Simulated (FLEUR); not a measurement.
# InPd (Pm-3m) in FLEUR: further runs

The runs below take InPd through single point, with PBE.

All numbers are computed with FLEUR MaX-R8.1 (later development tree); they aren't measurements. Logs are shortened: lines on timing, memory, paths and dates and some standing lists are left out, and cuts for length are marked.

**1. The structure**

It takes space group Pm-3m (No. 221, cubic). Conventional cell: a = 3.272 Å, b = 3.272 Å, c = 3.272 Å, α = 90.00°, β = 90.00°, γ = 90.00°. In (site symmetry m-3m) is surrounded by 8 Pd at 2.83 Å. Pd (site symmetry m-3m) has 8 In at 2.83 Å as nearest neighbours.

The cell comes from a database or a generator and needn't be the stable form of this composition.

**2. Single point, PBE**

File inp.xml:

```xml
<?xml version="1.0" encoding="UTF-8" standalone="no"?>
<fleurInput fleurInputVersion="0.39">
   <comment>
      InPd                                                                                                
   </comment>
   <calculationSetup>
      <cutoffs Kmax="3.5" Gmax="17.5" GmaxXC="17.5" numbands="0"/>
      <scfLoop itmax="60" minDistance="0.00001" maxIterBroyd="15" imix="Anderson" alpha="0.05" precondParam="0.0" spinf="2.0" sdNocoIR="T"/>
      <coreElectrons ctail="T" frcor="F" kcrel="0" coretail_lmax="0"/>
      <xcFunctional name="pbe" relativisticCorrections="F"/>
      <magnetism jspins="1"/>
      <soc l_soc="F" theta="0.0" phi="0.0" spav="F"/>
      <expertModes spex="0" secvar="F"/>
      <geometryOptimization l_f="F" forcealpha="1.0" forcemix="BFGS" epsdisp="0.00001" epsforce="0.00001"/>
      <ldaU l_linMix="F" mixParam="0.05" spinf="1.0"/>
   </calculationSetup>
   <cell>
      <bzIntegration valenceElectrons="39.0" mode="hist" fermiSmearingEnergy="0.00183747">
         <kPointListSelection listName="default-1"/>
         <!-- k-points included here -->
         <xi:include xmlns:xi="http://www.w3.org/2001/XInclude" href="kpts.xml"> </xi:include>
      </bzIntegration>
      <!-- symmetry operations included here -->
      <xi:include xmlns:xi="http://www.w3.org/2001/XInclude" href="sym.xml"> </xi:include>
      <bulkLattice scale="1.0">
         <bravaisMatrix>
            <row-1>    6.1829661454471232     0.0000000000000000     0.0000000000000000</row-1>
            <row-2>    0.0000000000000000     6.1829661454471232     0.0000000000000000</row-2>
            <row-3>    0.0000000000000000     0.0000000000000000     6.1829661454471232</row-3>
         </bravaisMatrix>
      </bulkLattice>
   </cell>
   <atomSpecies>
      <species name="Indium (In)" element="In" atomicNumber="49">
         <mtSphere radius="2.33" gridPoints="777" logIncrement="0.017"/>
         <atomicCutoffs lmax="8" lnonsphr="6"/>
         <electronConfig flipSpins="F">
            <coreConfig>(1s1/2) (2s1/2) (2p1/2) (2p3/2) (3s1/2) (3p1/2) (3p3/2) (3d3/2) (3d5/2)</coreConfig>
            <valenceConfig>(4s1/2) (4p1/2) (4p3/2) (5s1/2) (4d3/2) (4d5/2) (5p1/2) (5p3/2)</valenceConfig>
            <stateOccupation state="(5p1/2)" spinUp="0.166667" spinDown="0.166667"/>
            <stateOccupation state="(5p3/2)" spinUp="0.333333" spinDown="0.333333"/>
         </electronConfig>
         <energyParameters s="5" p="5" d="4" f="4"/>
         <lo type="SCLO" l="0" n="4" eDeriv="0"/>
         <lo type="SCLO" l="1" n="4" eDeriv="0"/>
         <lo type="SCLO" l="1" n="4" eDeriv="1"/>
         <lo type="SCLO" l="2" n="4" eDeriv="2"/>
         <lo type="SCLO" l="3" n="4" eDeriv="2"/>
      </species>
      <species name="Palladium (Pd)" element="Pd" atomicNumber="46">
         <mtSphere radius="2.58" gridPoints="863" logIncrement="0.015"/>
         <atomicCutoffs lmax="9" lnonsphr="7"/>
         <electronConfig flipSpins="F">
            <coreConfig>(1s1/2) (2s1/2) (2p1/2) (2p3/2) (3s1/2) (3p1/2) (3p3/2) (3d3/2) (3d5/2)</coreConfig>
            <valenceConfig>(4s1/2) (4p1/2) (4p3/2) (5s1/2) (4d3/2) (4d5/2)</valenceConfig>
            <stateOccupation state="(5s1/2)" spinUp="0.500000" spinDown="0.500000"/>
            <stateOccupation state="(4d3/2)" spinUp="1.800000" spinDown="1.800000"/>
            <stateOccupation state="(4d5/2)" spinUp="2.700000" spinDown="2.700000"/>
         </electronConfig>
         <energyParameters s="5" p="5" d="4" f="4"/>
         <lo type="SCLO" l="0" n="4" eDeriv="0"/>
         <lo type="SCLO" l="1" n="4" eDeriv="0"/>
         <lo type="SCLO" l="1" n="4" eDeriv="1"/>
         <lo type="SCLO" l="2" n="4" eDeriv="2"/>
         <lo type="SCLO" l="3" n="4" eDeriv="2"/>
      </species>
   </atomSpecies>
   <atomGroups>
      <atomGroup species="Indium (In)">
         <relPos label="                   1">.0000000000 .0000000000 .0000000000</relPos>
         <force calculate="T" relaxXYZ="TTT"/>
      </atomGroup>
      <atomGroup species="Palladium (Pd)">
         <relPos label="                   2">1.000/2.000 1.000/2.000 1.000/2.000</relPos>
         <force calculate="T" relaxXYZ="TTT"/>
      </atomGroup>
   </atomGroups>
   <output dos="F" band="F" slice="F">
      <checks vchk="F" cdinf="F"/>
      <bandDOS minEnergy="-.5*Htr" maxEnergy="0.5*Htr" sigma="0.015" storeEVData="T"/>
      <vacuumDOS vacdos="F" integ="F" star="F" nstars="0" locx1="0.0" locy1="0.0" locx2="0.0" locy2="0.0" nstm="0" tworkf="0.0"/>
      <unfoldingBand unfoldBand="F" supercellX="1" supercellY="1" supercellZ="1"/>
      <plotting iplot="0" polar="F">
         <plot TwoD="T" vec1="  1.0  0.0  0.0" vec2="  0.0  1.0  0.0" vec3="  0.0  0.0  1.0" zero="  0.0  0.0  0.0" file="plot"/>
      </plotting>
      <chargeDensitySlicing numkpt="0" minEigenval="0.0" maxEigenval="0.0" nnne="0" pallst="F"/>
      <specialOutput eonly="F"/>
      <moessbauerParams electricFieldGradient="T" isomerShift="T" coreHyperfine="T" valenceHyperfine="T"/>
      <magneticCircularDichroism mcd="F" energyLo="-10.0" energyUp="0.0"/>
   </output>
  <!-- We include the file relax.xml here to enable relaxations (see documentation) -->
  <xi:include xmlns:xi="http://www.w3.org/2001/XInclude" href="relax.xml"> <xi:fallback/> </xi:include>
</fleurInput>
```

File crystal.txt:

```
InPd
&input cartesian=F /
3.2718847800  0.0000000000  0.0000000000
0.0000000000  3.2718847800  0.0000000000
0.0000000000  0.0000000000  3.2718847800
1.8897261246
1.0 1.0 1.0

2
49 0.0000000000  0.0000000000  0.0000000000
46 0.5000000000  0.5000000000  0.5000000000

&kpt div1=8 div2=8 div3=8 gamma=T /
```

Potentials or basis: all-electron, FLAPW.

Launch:

```sh
$ inpgen -f crystal.txt -profile veryFastHighL
$ # inp.xml edited to the form shown
$ fleur_MPI
```

Output:

```text
Welcome to FLEUR        (www.flapw.de)
      MaX-Release 8.1          (www.max-centre.eu)

 ========== k-point set info ==========
 Selected k-point list: default-1
 k-point list type: mesh
 8 x 8 x 8
 Number of k points: 35

 ------------Calculation Setup---------------------------
 Number of MPI-tasks      :            1
 Number of PE/node        :            1
 Number of OMP-threads    :            1
 Most efficient MPI parallelization for:
           1           5           7          35
 Additional eigenvalue parallelization possible
 Number of basis functions:          250
 Approximate size of matrices (H+S) per k-point:         0.001 GB
 --------------------------------------------------------
 Iteration:     1   Distance:       6.98675882 me/bohr^3
 Iteration:     2   Distance:       6.36109808 me/bohr^3
 Iteration:     3   Distance:       3.29657732 me/bohr^3
 Iteration:     4   Distance:       1.46369112 me/bohr^3
 Iteration:     5   Distance:       0.95537551 me/bohr^3
 Iteration:     6   Distance:       0.31424086 me/bohr^3
 Iteration:     7   Distance:       0.09270198 me/bohr^3
 Iteration:     8   Distance:       0.07139725 me/bohr^3
 Iteration:     9   Distance:       0.01703720 me/bohr^3
 Iteration:    10   Distance:       0.01821069 me/bohr^3
 Iteration:    11   Distance:       0.00100062 me/bohr^3
 Iteration:    12   Distance:       0.00247765 me/bohr^3
 Iteration:    13   Distance:       0.00015556 me/bohr^3
 Iteration:    14   Distance:       0.00001745 me/bohr^3
 Iteration:    15   Distance:       0.00001150 me/bohr^3
 Iteration:    16   Distance:       0.00000983 me/bohr^3

 ********************************************************************
 Run finished successfully
 Stop message:
   all done
 ********************************************************************
```

out.xml (last iteration):

```text
<iteration numberForCurrentRun="   16" overallNumber="   16">
         <energyParameters units="Htr">
            <atomicEP atomType="1" spin="1" branch="5s" branchLowest="-3.86" branchHighest="1.54" value="0.1154210051"/>
            <atomicEP atomType="1" spin="1" branch="5p" branchLowest="-2.32" branchHighest="2.29" value="0.2824396517"/>
            <atomicEP atomType="1" spin="1" branch="4d" branchLowest="-15.35" branchHighest="-0.05" value="-0.1479856692"/>
            <atomicEP atomType="1" spin="1" branch="4f" branchLowest="-9.99" branchHighest="2.29" value="0.6024832356"/>
            <loAtomicEP atomType="1" spin="1" branch="4s" branchLowest="-28.42" branchHighest="-3.86" value="-3.8651545224"/>
            <loAtomicEP atomType="1" spin="1" branch="4p" branchLowest="-23.30" branchHighest="-2.32" value="-2.3467557287"/>
            <loAtomicEP atomType="1" spin="1" branch="4p" branchLowest="-23.30" branchHighest="-2.32" value="-2.3467557287"/>
            <loAtomicEP atomType="1" spin="1" branch="4d" branchLowest="-15.35" branchHighest="-0.05" value="-0.1583237355"/>
            <loAtomicEP atomType="1" spin="1" branch="4f" branchLowest="-9.99" branchHighest="2.29" value="0.6024856113"/>
            <atomicEP atomType="2" spin="1" branch="5s" branchLowest="-2.72" branchHighest="1.54" value="0.2665875764"/>
            <atomicEP atomType="2" spin="1" branch="5p" branchLowest="-1.45" branchHighest="2.17" value="0.4048374522"/>
            <atomicEP atomType="2" spin="1" branch="4d" branchLowest="-11.55" branchHighest="0.42" value="0.2745292639"/>
            <atomicEP atomType="2" spin="1" branch="4f" branchLowest="-9.99" branchHighest="2.28" value="0.7034949039"/>
            <loAtomicEP atomType="2" spin="1" branch="4s" branchLowest="-22.96" branchHighest="-2.72" value="-2.7261895651"/>
            <loAtomicEP atomType="2" spin="1" branch="4p" branchLowest="-18.55" branchHighest="-1.45" value="-1.4721561425"/>
            <loAtomicEP atomType="2" spin="1" branch="4p" branchLowest="-18.55" branchHighest="-1.45" value="-1.4721561425"/>
            <loAtomicEP atomType="2" spin="1" branch="4d" branchLowest="-11.55" branchHighest="0.42" value="0.2692850552"/>
            <loAtomicEP atomType="2" spin="1" branch="4f" branchLowest="-9.99" branchHighest="2.28" value="0.7034960632"/>
         </energyParameters>
         <eigenvalues>
            <eigenvaluesAt spin="1" ikpt="1" k_x="0.00000000" k_y="0.00000000" k_z="0.00000000">
                      -3.8651484043       -2.7262753595       -2.3393907893       -2.3393907893       -2.3393907893
                      -1.4673904380       -1.4673904380       -1.4673904380       -0.1689931187       -0.1689931187
                      -0.1538448771       -0.1538448771       -0.1538448771        0.0096168454        0.2394165955
                       0.2394165955        0.2961805388        0.2961805388        0.2961805388        0.5345578042
                       0.5345578042        0.5345578042        0.7275099689        0.7682208275        0.7682208275
                       0.9646858050        0.9646858050        0.9646858050        1.1443218099        1.1443218099
            </eigenvaluesAt>
            <eigenvaluesAt spin="1" ikpt="2" k_x="0.00000000" k_y="0.00000000" k_z="0.12500000">
                      -3.8651490467       -2.7262684395       -2.3394208028       -2.3393942229       -2.3393942229
                      -1.4675650496       -1.4673816193       -1.4673816193       -0.1686554930       -0.1670758155
                      -0.1544682765       -0.1544682765       -0.1537550276        0.0187446127        0.2395094085
                       0.2407220225        0.2896353390        0.2896353390        0.2957555221        0.4795149941
                       0.5525083201        0.5525083201        0.7428833482        0.7649272182        0.8233511146
                       0.9459599480        0.9656438718        0.9656438718        1.0544047790        1.0955773816
            </eigenvaluesAt>
            <eigenvaluesAt spin="1" ikpt="3" k_x="0.00000000" k_y="0.00000000" k_z="0.25000000">
[... 41 lines left out ...]
            <state n="2" l="1" j="0.5" energy="-119.7722208612" weight="1.0000000000"/>
            <state n="2" l="1" j="1.5" energy="-113.9142952649" weight="2.0000000000"/>
            <state n="3" l="0" j="0.5" energy="-22.9578159805" weight="1.0000000000"/>
            <state n="3" l="1" j="0.5" energy="-19.2530064866" weight="1.0000000000"/>
            <state n="3" l="1" j="1.5" energy="-18.2318960908" weight="2.0000000000"/>
            <state n="3" l="2" j="1.5" energy="-11.6747012464" weight="2.0000000000"/>
            <state n="3" l="2" j="2.5" energy="-11.4710930666" weight="3.0000000000"/>
         </coreStates>
         <allElectronCharges>
            <spinDependentCharge spin="1" total="95.0000000" interstitial="3.1184198" mtSpheres="91.8815801"/>
            <totalCharge value="94.9999999982"/>
         </allElectronCharges>
         <moessbauerParams unitsHFF="kG" unitsIS="e/bohr^3" unitsEFG="Htr/bohr^2">
            <coreIsomerShift atomType="1" isTotal="176974.59686">
               <shell n="1" l="0" isomerShift="154984.47991"/>
               <shell n="2" l="0" isomerShift="18021.17100"/>
               <shell n="2" l="1" isomerShift="414.37075"/>
               <shell n="3" l="0" isomerShift="3468.66041"/>
               <shell n="3" l="1" isomerShift="85.91477"/>
               <shell n="3" l="2" isomerShift="0.00001"/>
            </coreIsomerShift>
            <coreIsomerShift atomType="2" isTotal="134303.32409">
               <shell n="1" l="0" isomerShift="118071.02792"/>
               <shell n="2" l="0" isomerShift="13406.79249"/>
               <shell n="2" l="1" isomerShift="266.98072"/>
               <shell n="3" l="0" isomerShift="2505.20191"/>
               <shell n="3" l="1" isomerShift="53.32104"/>
               <shell n="3" l="2" isomerShift="0.00001"/>
            </coreIsomerShift>
            <isomerShift atomType="1" nucleusRadius="0.0001148" averageDensity="177696.94087"/>
            <isomerShift atomType="2" nucleusRadius="0.0001119" averageDensity="134783.08990"/>
            <electricFieldGradient atomType="1" VXX="0.00000" VYY="0.00000" VZZ="0.00000" asymParam="0.00000">
            </electricFieldGradient>
            <electricFieldGradient atomType="2" VXX="0.00000" VYY="0.00000" VZZ="0.00000" asymParam="0.00000">
            </electricFieldGradient>
         </moessbauerParams>
         <totalEnergy                                    value="   -10930.3407269852" units="Htr">
            <sumOfEigenvalues                            value="    -6546.7689775244">
               <coreElectrons value="-6512.4001367529"/>
               <valenceElectrons value="-34.3688407715"/>
            </sumOfEigenvalues>
            <densityCoulombPotentialIntegral value="-17602.1068159764"/>
            <densityEffectivePotentialIntegral value="-17999.1661251070"/>
            <chargeDenXCDenIntegral value="-304.3457412737"/>
            <FockExchangeEnergyValence value="0.0000000000"/>
            <FockExchangeEnergyCore value="0.0000000000"/>
            <atomTypeDependentContributions atomType="1">
               <electronNucleiInteractionDifferentMTs value="7121.2039909544"/>
               <MadelungTerm value="-29.8662476907"/>
            </atomTypeDependentContributions>
            <atomTypeDependentContributions atomType="2">
               <electronNucleiInteractionDifferentMTs value="6109.8087507580"/>
               <MadelungTerm value="-16.4597359029"/>
            </atomTypeDependentContributions>
            <tkbTimesEntropy value="0.0003731566"/>
            <freeEnergy value="-10930.3411001418"/>
            <extrapolationTo0K value="-10930.3409135635"/>
         </totalEnergy>
         <densityConvergence units="me/bohr^3">
            <chargeDensity spin="1" distance="0.0000098259"/>
         </densityConvergence>
      </iteration>
```

It took 30 s on 1 thread of Intel Xeon Platinum 8259CL at 2.50GHz (Skylake/Cascade Lake), shared host; peak memory 0.07 GiB.

Results:

| Quantity | Value |
| --- | --- |
| Free energy | -297429.7335 eV |
| Band gap on the k mesh | none (metal or under the smearing width) |
| Valence electrons inside the program's atomic spheres | In 18.75; Pd 17.13 (radii In 2.33, Pd 2.58 bohr) |

Core levels (eV from the Fermi level):
```csv
atom,levels
1 In,"1s1/2 -27732.9, 2s1/2 -4147.7, 2p1/2 -3867.6, 2p3/2 -3656.7, 3s1/2 -783.7, 3p1/2 -670.7, 3p3/2 -632.6, 3d3/2 -432.7, 3d5/2 -424.9"
2 Pd,"1s1/2 -24152.1, 2s1/2 -3524.9, 2p1/2 -3269.4, 2p3/2 -3110.0, 3s1/2 -635.0, 3p1/2 -534.1, 3p3/2 -506.4, 3d3/2 -327.9, 3d5/2 -322.4"
```

(Continued in part 2 of 3.)
